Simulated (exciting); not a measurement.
# CoO (R-3m) in exciting: notebook

The runs below take CoO through electric field gradients, density of states, with revPBE, revPBE+D2.

All numbers are computed with exciting (release sodium); they aren't measurements. Logs are shortened: lines on timing, memory, paths and dates and some standing lists are left out, and cuts for length are marked.

## 1. Starting point

Symmetry: R-3m, No. 166, trigonal system. Conventional cell: a = 3.011 Å, b = 3.011 Å, c = 7.320 Å, α = 90.00°, β = 90.00°, γ = 120.00°. Co (site symmetry -3m) has 6 O at 2.12 Å as nearest neighbours. O (site symmetry -3m) has 6 Co at 2.12 Å as nearest neighbours.

The cell is a database's computed one.

## 2. Electric field gradients, revPBE, collinear spin, ferromagnetic start

Contents of input.xml:

```xml
<input>
  <title>CoO</title>
  <structure speciespath="./" tshift="false" cartesian="true">
    <crystal scale="1">
      <basevect>0.000000000000 2.844925128070 4.894617871167</basevect>
      <basevect>-4.641820693315 0.000000000000 3.241046704323</basevect>
      <basevect>0.000000000000 -2.844925128259 4.894617871167</basevect>
    </crystal>
    <species speciesfile="Co.xml" rmt="2">
      <atom coord="0.000000000000 0.000000000000 0.000000000000" bfcmt="0 0 -8"/>
    </species>
    <species speciesfile="O.xml" rmt="1.45">
      <atom coord="-2.320910346657 -0.000000000094 6.515141223328" bfcmt="0 0 0"/>
    </species>
  </structure>
  <groundstate do="fromscratch" ngridk="7 7 7" rgkmax="7.5" gmaxvr="14" lmaxapw="10" lmaxmat="10" lmaxvr="8" xctype="GGA_PBE_R" stype="Gaussian" swidth="0.00183747" nempty="24" ValenceRelativity="iora*" epsengy="1e-05" epspot="1e-05" maxscl="90" tforce="true" outputlevel="normal">
    <spin reducebf="0.5"/>
  </groundstate>
  <properties>
    <EFG/>
    <mossbauer/>
  </properties>
</input>
```

Potentials or basis: all-electron LAPW+lo, shipped species files, valence relativity iora*.

Run with:

```console
$ OMP_NUM_THREADS=1 exciting_smp
```

INFO.OUT:

```text
================================================================================
EXCITING SODIUM started
[... 10 lines left out ...]

 Lattice vectors (cartesian) :
      0.0000000000      2.8449251281      4.8946178712
     -4.6418206933      0.0000000000      3.2410467043
      0.0000000000     -2.8449251283      4.8946178712

 Reciprocal lattice vectors (cartesian) :
      0.4481547566      1.1042795547      0.6418463579
     -1.3536036229      0.0000000000      0.0000000000
      0.4481547565     -1.1042795547      0.6418463578

 Unit cell volume                           :     129.2730480132
 Brillouin zone volume                      :       1.9188084234

 Species :    1 (Co)
     parameters loaded from                 :    Co.xml
     name                                   :    cobalt
     nuclear charge                         :     -27.00000000
     electronic charge                      :      27.00000000
     atomic mass                            :  107428.65170000
     muffin-tin radius                      :       2.00000000
     # of radial points in muffin-tin       :     350

     atomic positions (cartesian) :
       1 :   0.00000000  0.00000000  0.00000000

     magnetic fields (cartesian) :
       1 :   0.00000000  0.00000000 -8.00000000

 Species :    2 (O)
     parameters loaded from                 :    O.xml
     name                                   :    oxygen
     nuclear charge                         :      -8.00000000
     electronic charge                      :       8.00000000
     atomic mass                            :   29165.12203000
     muffin-tin radius                      :       1.45000000
     # of radial points in muffin-tin       :     250

     atomic positions (cartesian) :
       1 :  -2.32091035 -0.00000000  6.51514122

     magnetic fields (cartesian) :
       1 :   0.00000000  0.00000000  0.00000000

 Total number of atoms per unit cell        :       2

 Spin treatment                             :    spin-polarised
 Global magnetic field (cartesian) :        0.00000000   0.00000000   0.00000000
 collinear magnetisation in z-direction

 Number of Bravais lattice symmetries       :      12
 Number of crystal symmetries               :      12

 k-point grid                               :       7    7    7
 Total number of k-points                   :      44
 k-point set is reduced with crystal symmetries

 R^MT_min * |G+k|_max (rgkmax)              :       7.50000000
 Species with R^MT_min                      :       2 (O)
 Maximum |G+k| for APW functions            :       5.17241379
 Maximum |G| for potential and density      :      14.00000000

 G-vector grid sizes                        :      27    27    27
 Total number of G-vectors                  :    5973

 Maximum angular momentum used for
     APW functions                          :      10
     computing H and O matrix elements      :      10
     potential and density                  :       8
     inner part of muffin-tin               :       2

 Total nuclear charge                       :     -35.00000000
 Total electronic charge                    :      35.00000000
 Total core charge                          :      14.00000000
 Total valence charge                       :      21.00000000

 Number of empty states                     :      24
 Total number of valence states             :      70

 Maximum Hamiltonian size                   :     326
 Maximum number of plane-waves              :     310
 Total number of local-orbitals             :      16

 Exchange-correlation type                  :      21
     Revised PBE, Zhang-Yang, Phys. Rev. Lett. 80, 890 (1998)
     Generalised gradient approximation (GGA)

 Smearing scheme                            :    Gaussian
 Smearing width                             :       0.00183747

[... 17 lines left out ...]
+ SCF iteration number :    1                                                  +
++++++++++++++++++++++++++++++++++++++++++++++++++++++++++++++++++++++++++++++++
 Total energy                               :     -1470.72751614
 _______________________________________________________________
 Fermi energy                               :         0.28833118
 Kinetic energy                             :      1489.12011809
 Coulomb energy                             :     -2891.22895056
 Exchange energy                            :       -67.08503314
 Correlation energy                         :        -1.53365053
 No external B-field energy in total energy

 DOS at Fermi energy (states/Ha/cell)       :       188.23043464

 Electron charges :
     core                                   :        14.00000000
     core leakage                           :         0.00344045
     valence                                :        21.00000000
     interstitial                           :         3.09248111
     charge in muffin-tin spheres :
                  atom     1    Co          :        24.92936232
                  atom     2     O          :         6.97815657
     total charge in muffin-tins            :        31.90751889
     total charge                           :        35.00000000
[... 338 lines left out ...]
 Moments :
     interstitial                           :         0.09551831
     moment in muffin-tin spheres :
                  atom     1    Co          :         2.51274679
                  atom     2     O          :         0.25117647
     total moment in muffin-tins            :         2.76392326
     total moment                           :         2.85944157

 RMS change in effective potential (target) :  0.262082E-01  ( 0.100000E-04)
 Absolute change in total energy   (target) :  0.345026      ( 0.100000E-04)
 Charge distance                   (target) :  0.249489E-02  ( 0.100000E-04)
 Abs. change in max-nonIBS-force   (target) :   0.00000      ( 0.500000E-04)

++++++++++++++++++++++++++++++++++++++++++++++++++++++++++++++++++++++++++++++++
[... 40 further cycles ...]
+ SCF iteration number :   51                                                  +
++++++++++++++++++++++++++++++++++++++++++++++++++++++++++++++++++++++++++++++++
 Total energy                               :     -1468.87410869
 _______________________________________________________________
 Fermi energy                               :         0.31438078
 Kinetic energy                             :      1489.32199489
 Coulomb energy                             :     -2889.75170891
 Exchange energy                            :       -66.90754789
 Correlation energy                         :        -1.53684679
 No external B-field energy in total energy

 DOS at Fermi energy (states/Ha/cell)       :        94.74226348

 Electron charges :
     core                                   :        14.00000000
     core leakage                           :         0.00350093
     valence                                :        21.00000000
     interstitial                           :         3.31146006
     charge in muffin-tin spheres :
                  atom     1    Co          :        25.02932997
                  atom     2     O          :         6.65920997
     total charge in muffin-tins            :        31.68853994
     total charge                           :        35.00000000
[... 343 lines left out ...]
 Moments :
     interstitial                           :         0.09041672
     moment in muffin-tin spheres :
                  atom     1    Co          :         2.58749300
                  atom     2     O          :         0.30664670
     total moment in muffin-tins            :         2.89413970
     total moment                           :         2.98455642

 RMS change in effective potential (target) :  0.831914E-08  ( 0.100000E-04)
 Absolute change in total energy   (target) :  0.648467E-05  ( 0.100000E-04)
 Charge distance                   (target) :  0.193458E-07  ( 0.100000E-04)
 Abs. change in max-nonIBS-force   (target) :   0.00000      ( 0.500000E-04)

++++++++++++++++++++++++++++++++++++++++++++++++++++++++++++++++++++++++++++++++
| Convergency criteria checked for the last 2 iterations                       +
| Convergence targets achieved. Performing final SCF iteration                 +
++++++++++++++++++++++++++++++++++++++++++++++++++++++++++++++++++++++++++++++++
 Total energy                               :     -1468.87439199
 _______________________________________________________________
 Fermi energy                               :         0.31437953
 Kinetic energy                             :      1489.32183933
 Coulomb energy                             :     -2889.75183055
 Exchange energy                            :       -66.90755355
 Correlation energy                         :        -1.53684722
 No external B-field energy in total energy

 DOS at Fermi energy (states/Ha/cell)       :        94.75169317

 Electron charges :
     core                                   :        14.00000000
     core leakage                           :         0.00350092
     valence                                :        21.00000000
     interstitial                           :         3.31146147
     charge in muffin-tin spheres :
                  atom     1    Co          :        25.02934669
                  atom     2     O          :         6.65919184
     total charge in muffin-tins            :        31.68853853
     total charge                           :        35.00000000

 Moments :
     interstitial                           :         0.09041672
     moment in muffin-tin spheres :
                  atom     1    Co          :         2.58749300
                  atom     2     O          :         0.30664670
     total moment in muffin-tins            :         2.89413970
     total moment                           :         2.98455641

++++++++++++++++++++++++++++++++++++++++++++++++++++++++++++++++++++++++++++++++
+ Self-consistent loop stopped                                                 +
++++++++++++++++++++++++++++++++++++++++++++++++++++++++++++++++++++++++++++++++
 STATE.OUT is written

--------------------------------------------------------------------------------
- Writing atomic positions and forces                                          -
--------------------------------------------------------------------------------

 Atomic positions (cartesian) :
 atom     1  Co  :     0.00000000    0.00000000    0.00000000
 atom     2   O  :    -2.32091035   -0.00000000    6.51514122

 Total atomic forces including IBS (cartesian) :
 atom     1  Co  :    -0.00000000    0.00000000    0.00000000
 atom     2   O  :     0.00000000   -0.00000000    0.00000000

 Atomic force components including IBS (cartesian) :
 atom     1  Co  :     0.00000000    0.00000000    0.00000000   HF force
                 :     0.00000000    0.00000000   -0.00000000   core correction
                 :     0.00000000   -0.00000000   -0.00000000   IBS correction
 atom     2   O  :     0.00000000   -0.00000000   -0.00000000   HF force
                 :     0.00000000    0.00000000    0.00000000   core correction
                 :     0.00000000    0.00000000    0.00000000   IBS correction

********************************************************************************
[... 7 lines left out ...]
| EXCITING SODIUM stopped                                                      =
================================================================================
```

It took 5.8 min on 1 thread of AMD EPYC 7R13 (Zen 3), shared host; peak memory 0.16 GiB.

Results:

```yaml
Free_energy: -39970.1128 eV
Band_gap_on_the_k_mesh: none (metal or under the smearing width)
Net_moment: 2.98 μB per cell
Site_moments: Co +2.59; O +0.31 μB
All_electrons_inside_the_program's_atomic_spheres: Co 25.03; O 6.66 (radii Co 2.0, O 1.45 bohr)
```

Levels at points of the mesh, in eV from the Fermi level:
Spin up:
```csv
k point,band 8,band 9,band 10,band 11,band 12,band 13,band 14,band 15,band 16,band 17
"(0.00, 0.00, 0.00)",-3.22,-3.19,-3.19,-3.17,-3.13,1.01,16.86,18.29,18.29,18.51
```
Spin down:
```
           k point  band 5  band 6  band 7  band 8  band 9  band 10  band 11  band 12  band 13  band 14
(0.00, 0.00, 0.00)   -2.63   -2.63   -2.57   -1.13   -1.13    -1.12     0.11     0.11     1.55    16.69
```

Electric field gradients, principal values (1e21 V/m²):
```tsv
atom	Vxx	Vyy	Vzz	η
1 Co	0.100	0.100	-0.199	0.00
2 O	0.078	0.078	-0.156	0.00
```

Caveat: the k mesh is coarse (spacing up to 0.37 Å⁻¹), so the values aren't converged; the field gradient of a metal still moves by tens of percent with the k mesh; the log's total energy holds no entropy term; the free energy is that total less TS from the occupations; EFG.OUT prints the tensor in atomic units and with the sign opposite to the usual one; a cell with one magnetic atom can't hold antiferromagnetic order, which such compounds often take; semilocal functionals often make such compounds metallic where correlation or magnetic order opens a gap, which also shifts bond lengths.

(Continued in part 2 of 2.)
